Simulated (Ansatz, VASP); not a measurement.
**Si: VASP beside Ansatz**

```
CELL_PARAMETERS angstrom
-3.32544 3.32544 1.92239
3.32544 -3.32544 1.92239
3.32544 3.32544 -1.92239
ATOMIC_POSITIONS crystal
Si 0.82120 0.17880 0.00000
Si 0.17880 0.82120 0.00000
Si 0.82120 0.82120 0.64240
Si 0.17880 0.17880 0.35760
```

Alike in both runs: functional PBEsol; k mesh 8 × 8 × 8; occupations fermi-dirac, width 0.05 eV; no spin polarisation.

```csv
,VASP,Ansatz
version,VASP 6.6.1,Ansatz 0.2.0
potentials or method,"VASP PAW PBE potentials, release 64 (Si), cutoff 520 eV","all-electron LAPW, scalar-relativistic"
task,single point,band structure
```

VASP gave:

* gap on the k mesh at the Fermi level (eV): 0.16
* least direct gap on the mesh (eV): 0.28
* pressure (GPa): -0.2
* largest component of the traceless stress (GPa): 0.07
* rms of the force components (eV/Å): 0.006

Estimate Ansatz's values.

gap on the k mesh at the Fermi level (eV): 0.16; least direct gap on the mesh (eV): 0.29; pressure (GPa): -0.4; largest component of the traceless stress (GPa): 0.06; rms of the force components (eV/Å): 0.008.

Atom by atom the forces differ by 0.002 eV/Å (rms over components). Ansatz ran all-electron here, so the differences hold the error of VASP's frozen core and of both bases.

Caveats: the PAW data sets were made with another functional, which shifts forces and pressure a little (VASP).
